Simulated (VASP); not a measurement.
# BaS (zincblende): one r²SCAN single-point calculation in two programs

```
CELL_PARAMETERS angstrom
0.00000 3.51941 3.51941
3.51941 0.00000 3.51941
3.51941 3.51941 0.00000
ATOMIC_POSITIONS crystal
Ba 0.00000 0.00000 0.00000
S 0.25000 0.25000 0.25000
```

Each program uses its own PAW datasets. VASP's cell holds 16 valence electrons and Ansatz's 16. Ansatz's stress includes a Pulay correction; VASP's doesn't.

Cutoffs: 520 eV in VASP, 500 eV in Ansatz. k meshes: 6×6×6 and 6×6×6.

|  | VASP | Ansatz |
| --- | --- | --- |
| gap between bands v and c | 3.08 eV | 3.07 eV |
| least direct gap | 3.67 eV | 3.70 eV |
| pressure | 0.4 GPa | 0.0 GPa |

Band v is the last that the valence electrons fill when counted band by band, and c is the next. Levels in eV from the top of v, Ansatz:

```tsv
point	v−1	v	c	c+1
Γ	-0.68	-0.68	3.07	5.58
X	-0.01	-0.01	3.73	4.96
W	-0.51	0.00	3.70	4.71
K	-0.19	-0.13	3.72	5.02
L	-0.42	-0.42	4.71	5.71
```

VASP:

```tsv
point	v−1	v	c	c+1
Γ	-0.68	-0.68	3.08	5.55
X	-0.01	-0.01	3.71	4.99
W	-0.53	0.00	3.67	4.71
K	-0.19	-0.13	3.70	5.04
L	-0.42	-0.42	4.75	5.72
```
